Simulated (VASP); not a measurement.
# BAs (I4/mmm) in VASP: reference runs

Reference runs on BAs: the cell as given.

Program: VASP 6.6.1. These are calculated values, not measurements. Logs are shortened: lines on timing, memory, paths and dates and some standing lists are left out, and cuts for length are marked.

## (1) The crystal as given

Symmetry: I4/mmm, No. 139, tetragonal system. The conventional cell has a = 4.283 Å, b = 4.283 Å, c = 7.144 Å, α = 90.00°, β = 90.00°, γ = 90.00°. Around B (site symmetry -4m2) lie 4 As at 2.18 Å. As (site symmetry 4mm) has 4 B at 2.18 Å as nearest neighbours.

The cell was built by a generator and needn't be a form met in nature.

## (2) Single point, PBE

The input, INCAR:

```
SYSTEM = BAs
ALGO = Normal
EDIFF = 1E-7
ENCUT = 520
GGA = PE
ISIF = 2
ISMEAR = -1
LASPH = .True.
LCHARG = .False.
LREAL = .False.
LWAVE = .False.
NBANDS = 16
NELM = 100
PREC = Accurate
SIGMA = 0.05
```

The input, KPOINTS:

```
k-points
0
Gamma
  9 9 9
  0 0 0
```

The input, POSCAR:

```
BAs
1.0
   -2.1416214300      2.1416214300      3.5721965000
    2.1416214300     -2.1416214300      3.5721965000
    2.1416214300      2.1416214300     -3.5721965000
B As
2 2
Direct
    0.7500000000      0.2500000000      0.5000000000
    0.2500000000      0.7500000000      0.5000000000
    0.6923532000      0.6923532000      0.0000000000
    0.3076468000      0.3076468000      0.0000000000
```

Potentials or basis: VASP PAW PBE potentials, release 64 (B, As).

Run with:

```sh
$ cat potpaw_PBE.64/B/POTCAR potpaw_PBE.64/As/POTCAR > POTCAR
$ mpirun -np 1 vasp_std > vasp.out
```

OUTCAR:

```text
SYSTEM = BAs
   EDIFF = 1E-7
   ENCUT = 520
   GGA = PE
   ISIF = 2
   ISMEAR = -1
   LASPH = .True.
   LREAL = .False.
   NELM = 100
   PREC = Accurate

 ion  position               nearest neighbor table
   1  0.750  0.250  0.500-   4 2.18   3 2.18   4 2.18   3 2.18
   2  0.250  0.750  0.500-   4 2.18   3 2.18   4 2.18   3 2.18
   3  0.692  0.692  0.000-   2 2.18   1 2.18   1 2.18   2 2.18   4 2.75
   4  0.308  0.308  0.000-   1 2.18   2 2.18   2 2.18   1 2.18   3 2.75

  LATTYP: Found a body centered tetragonal cell.
 ALAT       =     4.2832428600
 C/A-ratio  =     1.6679869047

  Lattice vectors:

 A1 = (  -2.1416214300,   2.1416214300,   3.5721965000)
 A2 = (   2.1416214300,  -2.1416214300,   3.5721965000)
 A3 = (   2.1416214300,   2.1416214300,  -3.5721965000)

Analysis of symmetry for initial positions (statically):
=====================================================================
 Subroutine PRICEL returns:
 Original cell was already a primitive cell.

 Routine SETGRP: Setting up the symmetry group for a
 body centered tetragonal supercell.

 Subroutine GETGRP returns: Found 16 space group operations
 (whereof 16 operations were pure point group operations)
 out of a pool of 16 trial point group operations.

The static configuration has the point symmetry D_4h.

Analysis of symmetry for dynamics (positions and initial velocities):
=====================================================================
 Subroutine PRICEL returns:
 Original cell was already a primitive cell.

 Routine SETGRP: Setting up the symmetry group for a
 body centered tetragonal supercell.

 Subroutine GETGRP returns: Found 16 space group operations
 (whereof 16 operations were pure point group operations)
 out of a pool of 16 trial point group operations.

The dynamic configuration has the point symmetry D_4h.

 Subroutine INISYM returns: Found 16 space group operations
 (whereof 16 operations are pure point group operations),
 and found     1 'primitive' translations

----------------------------------------------------------------------------------------

                                     Primitive cell

  volume of cell :      65.5361

  direct lattice vectors                    reciprocal lattice vectors
    -2.141621430  2.141621430  3.572196500     0.000000000  0.233467966  0.139969904
     2.141621430 -2.141621430  3.572196500     0.233467966  0.000000000  0.139969904
     2.141621430  2.141621430 -3.572196500     0.233467966  0.233467966  0.000000000

  length of vectors
     4.683339891  4.683339891  4.683339891     0.272211067  0.272211067  0.330173564

  position of ions in fractional coordinates (direct lattice)
     0.750000000  0.250000000  0.500000000
     0.250000000  0.750000000  0.500000000
     0.692353200  0.692353200  0.000000000
     0.307646800  0.307646800  0.000000000

  ion indices of the primitive-cell ions
   primitive index   ion index
                 1           1
                 2           2
                 3           3
                 4           4

----------------------------------------------------------------------------------------

 KPOINTS: k-points

Automatic generation of k-mesh.
 Grid dimensions read from file:
 generate k-points for:    9    9    9

 Generating k-lattice:

  Cartesian coordinates                     Fractional coordinates (reciprocal lattice)
     0.000000000  0.025940885  0.015552212     0.111111111  0.000000000  0.000000000
     0.025940885  0.000000000  0.015552212     0.000000000  0.111111111  0.000000000
     0.025940885  0.025940885  0.000000000     0.000000000  0.000000000  0.111111111

  Length of vectors
     0.030245674  0.030245674  0.036685952

  Shift w.r.t. Gamma in fractional coordinates (k-lattice)
     0.000000000  0.000000000  0.000000000

 Subroutine IBZKPT returns following result:
 ===========================================

 Found     75 irreducible k-points:

 Following reciprocal coordinates:
            Coordinates               Weight
  0.000000  0.000000  0.000000      1.000000
  0.111111 -0.000000  0.000000      8.000000
  0.222222 -0.000000  0.000000      8.000000
  0.333333 -0.000000  0.000000      8.000000
  0.444444 -0.000000  0.000000      8.000000
  0.111111  0.111111  0.000000      8.000000
[... 16 lines left out ...]
 -0.333333  0.333333  0.000000      4.000000
  0.444444  0.444444  0.000000      8.000000
 [... further k-points ...]
   k-points           NKPTS =     75   k-points in BZ     NKDIM =     75   number of bands    NBANDS=     16
   number of dos      NEDOS =    301   number of ions     NIONS =      4
   total plane-waves  NPLWV =  46656
   dimension x,y,z NGX =    36 NGY =   36 NGZ =   36
   dimension x,y,z NGXF=    72 NGYF=   72 NGZF=   72
   ions per type =               2   2
   NGX,Y,Z   is equivalent  to a cutoff of  12.78, 12.78, 12.78 a.u.
   NGXF,Y,Z  is equivalent  to a cutoff of  25.56, 25.56, 25.56 a.u.
 SYSTEM =  BAs
   PREC   = accura    normal or accurate (medium, high low for compatibility)
   ISTART =      0    job   : 0-new  1-cont  2-samecut
   ICHARG =      2    charge: 1-file 2-atom 10-const
   ISPIN  =      1    spin polarized calculation?
   LNONCOLLINEAR =      F non collinear calculations
   LSORBIT =      F    spin-orbit coupling
   LASPH  =      T    aspherical Exc in radial PAW
   ENCUT  =  520.0 eV  38.22 Ry    6.18 a.u.   8.71  8.71  8.71*2*pi/ulx,y,z
   NELM   =    100;   NELMIN=  2; NELMDL= -5     # of ELM steps
   EDIFF  = 0.1E-06   stopping-criterion for ELM
   LREAL  =      F    real-space projection
   EDIFFG = 0.1E-05   stopping-criterion for IOM
   NSW    =      0    number of steps for IOM
   IBRION =     -1    ionic relax: 0-MD 1-quasi-New 2-CG
   NFREE  =      0    steps in history (QN), initial steepest desc. (CG)
   ISIF   =      2    stress and relaxation
   ISYM   =      2    0-nonsym 1-usesym 2-fastsym
   POTIM  = 0.5000    time-step for ionic-motion
   TEBEG  =    0.0;   TEEND  =   0.0 temperature during run
   PSTRESS=    0.0 pullay stress
   NELECT =      16.0000    total number of electrons
   NUPDOWN=      -1.0000    fix difference up-down
   EMIN   =  10.00;   EMAX   =-10.00  energy-range for DOS
   EFERMI =   0.00;   METHOD = LEGACY
   ISMEAR =    -1;   SIGMA  =   0.05  broadening in eV -4-tet -1-fermi 0-gaus
   EFERMI_NEDOS =   21; number of points for ismear=-14 and -15
   IALGO  =     38    algorithm
   IMIX   =      4    mixing-type and parameters
     AMIX     =   0.40;   BMIX     =  1.00
     AMIX_MAG =   1.60;   BMIX_MAG =  1.00
  volume/ion in A,a.u.               =      16.38       110.56
  Fermi-wavevector in a.u.,A,eV,Ry     =   1.023186  1.933541 14.244069  1.046910
  Thomas-Fermi vector in A             =   2.156906
   LORBIT       =      0    0 simple, 1 ext, 2 COOP (PROOUT), +10 PAW based schemes
   GGA     = PE    functional components
   LHFCALC =     F    Hartree Fock is set to
   AEXX    =    0.0000 exact exchange contribution
   IVDW    =     0    specifies the selected vdW correction
   LEPSILON=     F    determine dielectric tensor
   LRPA    =     F    only Hartree local field effects (RPA)
 non-spin polarized calculation
  energy-cutoff  :      520.00
  volume of cell :       65.54
 maximum number of plane-waves:      1777
   NGX = 17   NGY = 17   NGZ = 17

 number of electron      16.0000000 magnetization

 Free energy of the ion-electron system (eV)
  ---------------------------------------------------
  ext. energy  EPLUGINS =         0.00000000
  ---------------------------------------------------
  free energy    TOTEN  =       -18.45881178 eV

  energy without entropy =      -18.44161000  energy(sigma->0) =      -18.45021089

 E-fermi :   4.1899     XC(G=0):  -9.7694

 val. band max:        4.1750938196   @ k =  -0.3333   0.1111  -0.0000
 cond. band min:       4.1923676508   @ k =   0.3333  -0.0000   0.0000
 fundamental gap:      0.0172738312
 Fermi energy:         4.1899474283

 k-point     1 :       0.0000    0.0000    0.0000
  band No.  band energies     occupation
      1     -10.3471      2.00000
      2      -4.1830      2.00000
      3      -1.6679      2.00000
      4      -1.6679      2.00000
      5       0.1020      2.00000
      6       1.0347      2.00000
[... 8 lines left out ...]
     15      10.6367      0.00000
     16      11.8322      0.00000

 k-point     2 :       0.1111   -0.0000    0.0000
  band No.  band energies     occupation
      1     -10.2429      2.00000
      2      -4.6512      2.00000
      3      -1.6823      2.00000
      4      -1.5977      2.00000
      5       0.6236      2.00000
      6       0.7764      2.00000
[... 8 lines left out ...]
     15      11.1358      0.00000
     16      11.4719      0.00000

 k-point     3 :       0.2222   -0.0000    0.0000
  band No.  band energies     occupation
      1      -9.9337      2.00000
      2      -5.6405      2.00000
      3      -1.6723      2.00000
      4      -1.3867      2.00000
      5       0.1335      2.00000
      6       1.4785      2.00000
[... 8 lines left out ...]
     15      11.1429      0.00000
     16      12.3357      0.00000

 k-point     4 :       0.3333   -0.0000    0.0000
  band No.  band energies     occupation
      1      -9.4331      2.00000
      2      -6.7109      2.00000
      3      -1.5980      2.00000
      4      -1.0365      2.00000
      5      -0.4516      2.00000
      6       0.8361      2.00000
[... 8 lines left out ...]
     15      11.1768      0.00000
     16      13.3783      0.00000

 k-point     5 :       0.4444   -0.0000    0.0000
  band No.  band energies     occupation
      1      -8.8072      2.00000
      2      -7.6447      2.00000
      3      -1.4619      2.00000
      4      -0.8748      2.00000
      5      -0.5719      2.00000
      6       0.1576      2.00000
[... 8 lines left out ...]
     15      12.4643      0.00000
     16      12.4648      0.00000

 k-point     6 :       0.1111    0.1111    0.0000
  band No.  band energies     occupation
      1     -10.0987      2.00000
      2      -5.0359      2.00000
      3      -2.4220      2.00000
      4      -0.9389      2.00000
      5       0.5155      2.00000
      6       0.9740      2.00000
[... 8 lines left out ...]
     15      10.9929      0.00000
     16      11.6902      0.00000
[... 267 lines left out ...]
 k-point    21 :       0.4444    0.3333    0.0000
  band No.  band energies     occupation
      1      -8.0612      2.00000
      2      -7.4139      2.00000
      3      -4.4343      2.00000
      4      -3.3566      2.00000
      5      -0.0584      2.00000
      6       2.9003      2.00000
[... 8 lines left out ...]
     15      12.0243      0.00000
     16      12.2383      0.00000

 k-point    22 :      -0.4444    0.3333   -0.0000
  band No.  band energies     occupation
      1      -8.4721      2.00000
      2      -6.9266      2.00000
      3      -4.0263      2.00000
      4      -3.8103      2.00000
      5       0.4132      2.00000
      6       2.2849      2.00000
[... 8 lines left out ...]
     15      11.9145      0.00000
     16      12.4054      0.00000

 k-point    23 :      -0.3333    0.3333    0.0000
  band No.  band energies     occupation
      1      -8.9440      2.00000
      2      -6.4940      2.00000
      3      -3.8505      2.00000
      4      -3.2951      2.00000
      5       0.8388      2.00000
      6       2.0263      2.00000
[... 8 lines left out ...]
     15      11.8896      0.00000
     16      13.8283      0.00000

 k-point    24 :       0.4444    0.4444    0.0000
  band No.  band energies     occupation
      1      -7.9784      2.00000
      2      -7.0889      2.00000
      3      -4.8400      2.00000
      4      -3.9751      2.00000
      5       0.2780      2.00000
      6       2.2186      2.00000
[... 8 lines left out ...]
     15      11.2644      0.00000
     16      11.3816      0.00000

 [... further k-points ...]

------------------------ aborting loop because EDIFF is reached ----------------------------------------

  FORCE on cell =-STRESS in cart. coord.  units (eV):
  Direction    XX          YY          ZZ          XY          YZ          ZX
  --------------------------------------------------------------------------------------
  -------------------------------------------------------------------------------------
  Total       -0.6042511     -0.6042511      0.8469253      0.0000000      0.0000000      0.0000000
  in kB      -14.7722710    -14.7722710     20.7049871      0.0000000      0.0000000      0.0000000
  external PRESSURE =      -2.9465183 kB  Pullay stress =       0.0000000 kB

 VOLUME and BASIS-vectors are now :
 -----------------------------------------------------------------------------
  energy-cutoff  :      520.00
  volume of cell :       65.54
      direct lattice vectors                 reciprocal lattice vectors
    -2.141621430  2.141621430  3.572196500     0.000000000  0.233467966  0.139969904
     2.141621430 -2.141621430  3.572196500     0.233467966  0.000000000  0.139969904
     2.141621430  2.141621430 -3.572196500     0.233467966  0.233467966  0.000000000

 POSITION                                       TOTAL-FORCE (eV/Angst)
 -----------------------------------------------------------------------------------
      0.00000      2.14162      1.78610         0.000000      0.000000      0.000000
      2.14162      0.00000      1.78610         0.000000      0.000000      0.000000
      0.00000      0.00000      4.94644        -0.000000     -0.000000     -0.688494
      0.00000      0.00000      2.19795         0.000000      0.000000      0.688494
 -----------------------------------------------------------------------------------
    total drift:                               -0.000000      0.000000     -0.000000

  FREE ENERGIE OF THE ION-ELECTRON SYSTEM (eV)
  ---------------------------------------------------
  free  energy   TOTEN  =       -18.4588117827 eV

  energy  without entropy=      -18.4416100040  energy(sigma->0) =      -18.45021089
```

It took 1.8 min on 1 thread of Intel Xeon Platinum 8488C (Sapphire Rapids), shared host; peak memory 0.23 GiB.

What came out:

```
Free energy            : -18.4588 eV
Pressure               : -0.3 GPa
Largest force          : 0.688 eV/Å
Band gap on the k mesh : none (metal or under the smearing width)
```

Forces on the atoms (eV/Å):
```
B    0.000  0.000  0.000
B    0.000  0.000  0.000
As   0.000  0.000 -0.688
As   0.000  0.000  0.688
```

Stress tensor (GPa, compression positive):
```
-1.48  0.00  0.00
 0.00 -1.48  0.00
 0.00  0.00  2.07
```

Levels at points of the mesh, in eV from the Fermi level:
```
           k point  band 5  band 6  band 7  band 8  band 9  band 10  band 11  band 12
(0.00, 0.00, 0.00)   -4.09   -3.16   -1.85   -1.85   -1.50     0.67     2.25     4.31
```
